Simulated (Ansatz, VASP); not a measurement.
# Be: VASP beside Ansatz

Contents of INCAR:

```
  ALGO = Normal
  EDIFF = 1E-6
  ENCUT = 520
  GGA = PS
  ISIF = 2
  ISMEAR = 0
  LASPH = T
  LCHARG = F
  LREAL = F
  LWAVE = F
  NBANDS = 7
  NELM = 80
  PREC = Accurate
  SIGMA = 0.1
```

Contents of KPOINTS:

```
k-points
0
Gamma
  20 20 20
```

File POSCAR:

```
Be
1.0
   -1.2888850233      1.2888850233      1.2888850233
    1.2888850233     -1.2888850233      1.2888850233
    1.2888850233      1.2888850233     -1.2888850233
Be
1
Direct
    0.0000000000      0.0000000000      0.0000000000
```

Input for Ansatz:

```yaml
crystal:
  lattice:
    - [-1.2888850233, 1.2888850233, 1.2888850233]
    - [1.2888850233, -1.2888850233, 1.2888850233]
    - [1.2888850233, 1.2888850233, -1.2888850233]
  atoms:
    - { symbol: Be, position: [0.0, 0.0, 0.0] }
basis:
  ecutwfc: 420
kpoints:
  mp_grid: { grid: [20, 20, 20] }
hamiltonian:
  xc: pbesol
scf:
  occupations: { method: gaussian, width: 0.1 }
output:
  forces: true
  stress: true
  eigenvalues: true
```

Alike in both runs: task single point; functional PBEsol; k mesh 20 × 20 × 20; occupations gaussian, width 0.1 eV; no spin polarisation.

```csv
,VASP,Ansatz
version,VASP 6.6.1,Ansatz 0.2.0
potentials or method,"VASP PAW PBE potentials, release 64 (Be)","scalar-relativistic, plane waves, PAW"
plane-wave cutoff (eV),520,420
valence electrons in the cell,2,2
```

|  | VASP | Ansatz | Ansatz less VASP |
| --- | --- | --- | --- |
| gap on the k mesh at the Fermi level (eV) | none | none | - |
| pressure (GPa) | -10.4 | -10.7 | -0.29 |

A gap of «none» marks a metal or a gap that the smearing closes.

Caveats: the PAW data sets were made with another functional, which shifts forces and pressure a little (VASP).
